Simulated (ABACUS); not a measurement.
Crystal: Al.

```xyz
1
Lattice="0.0000 2.0248 2.0248 2.0248 0.0000 2.0248 2.0248 2.0248 0.0000" Properties=species:S:1:pos:R:3 pbc="T T T"
Al    0.0000    0.0000    0.0000
```

Base run:

| Quantity | Value |
| --- | --- |
| Program | ABACUS 3.10.1 |
| Functional | WC |
| Potentials or basis | SG15 ONCV 1.2 PBE |
| Cutoff | 816 eV |
| Density cutoff | 3265 eV |
| Basis | plane waves |
| k mesh | 9 × 9 × 9 |
| Occupations | fermi-dirac, width 0.05 eV |
| Spin | no spin polarisation |

Its results: band gap on the k mesh none (metal or under the smearing width); pressure -2.4 GPa.

Question: After a change of settings the same cell gave: band gap on the k mesh none (metal or under the smearing width); pressure -0.6 GPa. Which change was it?
A. functional from WC to r2SCAN; cutoff from 816 eV to 939 eV; density cutoff from 3265 eV to 3755 eV; k mesh from 9 × 9 × 9 to 7 × 7 × 7
B. functional from WC to OLYP; potentials or basis from SG15 ONCV 1.2 PBE to PseudoDojo NC SR 0.5 PBE standard; cutoff from 816 eV to 558 eV; density cutoff from 3265 eV to 2231 eV; valence electrons from 11 to 3
C. functional from WC to SCAN; cutoff from 816 eV to 939 eV; density cutoff from 3265 eV to 3755 eV; k mesh from 9 × 9 × 9 to 7 × 7 × 7
D. functional from WC to BP86

Answer: D.

Caveats: the potentials were made for another functional, which shifts forces and pressure.

Not every run made on this cell is shown here.
